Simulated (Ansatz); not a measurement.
# PbTe (Pm-3m): the volume at zero pressure

Where does the pressure of PbTe (Pm-3m) vanish?

Method: DFT r²SCAN and PBE (the runs whose input is shown use PBE), scalar-relativistic, plane waves, PAW, in Ansatz 0.2.0.

## Step 1: The starting structure

It takes space group Pm-3m (No. 221, cubic). The conventional cell has a = 4.002 Å, b = 4.002 Å, c = 4.002 Å, α = 90.00°, β = 90.00°, γ = 90.00°. Around Te (site symmetry m-3m) lie 8 Pb at 3.47 Å. Pb (site symmetry m-3m) is surrounded by 8 Te at 3.47 Å.

Coordinates:

```cif
data_structure
_symmetry_space_group_name_H-M 'Pm-3m'
_symmetry_Int_Tables_number 221
_cell_length_a 4.0023
_cell_length_b 4.0023
_cell_length_c 4.0023
_cell_angle_alpha 90.000
_cell_angle_beta 90.000
_cell_angle_gamma 90.000
_cell_volume 64.11
loop_
_atom_site_label
_atom_site_type_symbol
_atom_site_symmetry_multiplicity
_atom_site_Wyckoff_symbol
_atom_site_fract_x
_atom_site_fract_y
_atom_site_fract_z
_atom_site_occupancy
Te1 Te 1 b 0.50000 0.50000 0.50000 1
Pb1 Pb 1 a 0.00000 0.00000 0.00000 1
```

## Step 2: First run, at the start cell

Contents of input.yaml:

```yaml
crystal:
  lattice:
    - [4.002287, 0.0, 0.0]
    - [0.0, 4.002287, 0.0]
    - [0.0, 0.0, 4.002287]
  atoms:
    - { symbol: Te, position: [0.5, 0.5, 0.5] }
    - { symbol: Pb, position: [0.0, 0.0, 0.0] }
basis:
  ecutwfc: 420
  ecutrho_ratio: 4
kpoints:
  mp_grid: { grid: [6, 6, 6] }
hamiltonian:
  xc: pbe
scf:
  occupations: { method: gaussian, width: 0.05 }
output:
  forces: true
  stress: true
  eigenvalues: true
```

Started as:

```console
$ ansatz run input.yaml --threads 1 --pin off --max-ram 2560MiB --backend cpu --events-out ev --progress --plain --runs-dir out
```

Further steps of the session: Volume adjusted, run 2; Another level, run 3; A new volume, run 4.

Before running it: what results should come out? Wanted: volume; pressure; conventional cell; gap on the mesh.

**Answer**, as computed:

| quantity | value |
| --- | --- |
| volume | 31.799 Å³/atom |
| pressure | 0.00 GPa |
| conventional cell | a = 3.992 Å, b = 3.992 Å, c = 3.992 Å, α = 90.00°, β = 90.00°, γ = 90.00° |
| gap on the mesh | none (metal) |

In words: The volume went from 32.05 to 31.80 Å³/atom (-0.8 %), where 0.00 GPa is left. Spin–orbit coupling is left out, though the cell holds Pb; in elements this heavy it can shift levels and gaps by tenths of an eV.
